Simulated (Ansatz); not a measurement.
The system is NiO.

```
Ni O
1.0
     0.00000    2.24063    2.24063
     2.24063    0.00000    2.24063
     2.24063    2.24063    0.00000
Ni O
1 1
Direct
  0.00000 0.00000 0.00000
  0.75000 0.75000 0.75000
```

The cell was built by a generator and needn't be a form met in nature.

Program: Ansatz 0.2.0. Alike in all runs: task band structure; potentials or basis Ansatz PAW; spin collinear, ferromagnetic start; cell as given; k mesh 7 × 7 × 7; cutoff (eV) 420; smearing fermi-dirac 0.05 eV.

**Question.** Order these runs on this cell by their pressure, lowest first.
A. level BLYP
B. level revPBE
C. level PBEsol
D. level LDA

**Answer.** D (-15.2 GPa), C (-8.3 GPa), B (3.7 GPa), A (5.5 GPa).

Caveats: a cell with one magnetic atom can't hold antiferromagnetic order, which such compounds often take; the PAW data sets come from PBE, with cores solved anew for the run's functional, which leaves a small shift of forces and pressure.

Runs at the PBE level aren't shown here.
